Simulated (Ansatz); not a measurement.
## AlGa3N4: the gap against volume

AlGa3N4, P-43m, a = 4.468 Å. The structure is a Materials Project entry; whether it is the stable form wasn't checked. Ansatz: PBEsol, PAW, 420 eV, Γ-centred 6×6×6 mesh on 8 atoms, Gaussian smearing 0.02 eV; no spin polarisation. Shape and atoms are relaxed at each volume; x = ln(V/V0) with V0 = 11.147 Å³/atom. The gap is read at the mesh points alone.

```
      x gap y (eV)
-0.1278           ?
-0.0943       2.951
-0.0619       2.722
-0.0305       2.502
 0.0000       2.290
 0.0296       2.088
 0.0583       1.893
 0.0953       1.645
```

Task: Fit a straight line to the other rows, give the volume deformation potential of the gap and its pressure coefficient, and predict the missing gap. B0 = 191.4 GPa.

Result: Means x = -0.0005000, y = 2.2987; Σ(Δx)² = 0.02701, ΣΔxΔy = -0.1861; the slope is their ratio. y = 2.2953 − 6.8902 x. The slope is the deformation potential a = dE_g/d ln V = -6.89 eV, and dE_g/dP = −a/B0 = 36.0 meV/GPa. At x = -0.1278 the fit asked for gives 3.176 eV. The run gave 3.189 eV, so the fit is 0.013 eV too low, 0.84 % of the span of the series, against an rms of 0.004 eV on the fitted rows. The row lies outside the fitted range. With a term in x² added, a fit to the same known rows predicts 3.191 eV, so most of the miss is curvature that the known rows already hold.

Semilocal functionals give gaps under the measured ones; changes of the gap mostly carry over better.